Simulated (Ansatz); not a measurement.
Theory: DFT PBE, scalar-relativistic, plane waves, PAW in Ansatz 0.2.0. Several structures of Cd2S were relaxed, and the powder pattern of one of them was computed from 10° to 70° in 2θ (λ = 1.5406 Å; lines under 1 % are left out).

Cu Kα1 powder pattern (kinematic, no thermal factors).
| 2θ (°) | relative intensity |
| --- | --- |
| 15.67 | 8 |
| 23.11 | 67 |
| 24.72 | 83 |
| 28.04 | 29 |
| 31.64 | 16 |
| 33.48 | 49 |
| 34.09 | 25 |
| 39.55 | 37 |
| 41.08 | 100 |
| 46.73 | 2 |
| 47.24 | 17 |
| 47.88 | 17 |
| 48.27 | 13 |
| 53.81 | 13 |
| 54.03 | 18 |
| 54.17 | 10 |
| 56.41 | 7 |
| 57.97 | 5 |
| 58.53 | 5 |
| 59.13 | 18 |
| 62.45 | 12 |
| 63.78 | 17 |
| 67.53 | 10 |
| 69.53 | 10 |
| 69.84 | 8 |

Question: Which structure gives it?
A.

Space group Cmmm (No. 65). a = 3.797 Å, b = 11.303 Å, c = 3.845 Å, α = 90.00°, β = 90.00°, γ = 90.00°
```tsv
atom	site	symmetry	x	y	z
Cd	4i	m2m	0.0000	0.6532	0.0000
S	2c	mmm	0.5000	0.0000	0.5000
```

B.

Space group P-4m2 (No. 115). a = 4.104 Å, b = 4.104 Å, c = 9.125 Å, α = 90.00°, β = 90.00°, γ = 90.00°
```tsv
atom	site	symmetry	x	y	z
Cd	2f	2mm.	0.5000	0.5000	0.3469
Cd	1a	-4m2	0.0000	0.0000	0.0000
Cd	1d	-4m2	0.0000	0.0000	0.5000
S	2g	2mm.	0.0000	0.5000	0.1694
```

C.

Space group I4_1/amd:1 (No. 141). a = 3.479 Å, b = 3.479 Å, c = 22.075 Å, α = 90.00°, β = 90.00°, γ = 90.00°
```csv
atom,site,symmetry,x,y,z
Cd,8e,2mm.,0.0000,0.0000,0.4294
S,4a,-4m2,0.0000,0.0000,0.0000
```

D.

Space group I4/mmm (No. 139). a = 6.860 Å, b = 6.860 Å, c = 7.530 Å, α = 90.00°, β = 90.00°, γ = 90.00°
| atom | site | symmetry | x | y | z |
| --- | --- | --- | --- | --- | --- |
| Cd | 8i | m2m. | 0.3072 | 0.0000 | 0.0000 |
| S | 4e | 4mm | 0.0000 | 0.0000 | 0.7706 |

Answer: A. Its strongest line, at 2θ = 41.08°, has d = λ/(2 sin θ) = 2.196 Å and is the (1 3 1) reflection of the conventional Cmmm cell with a = 3.797 Å, b = 11.303 Å, c = 3.845 Å. The others have their strongest lines at 29.2° (B); 25.9° (C); 31.5° (D).

The cells needn't be stable.
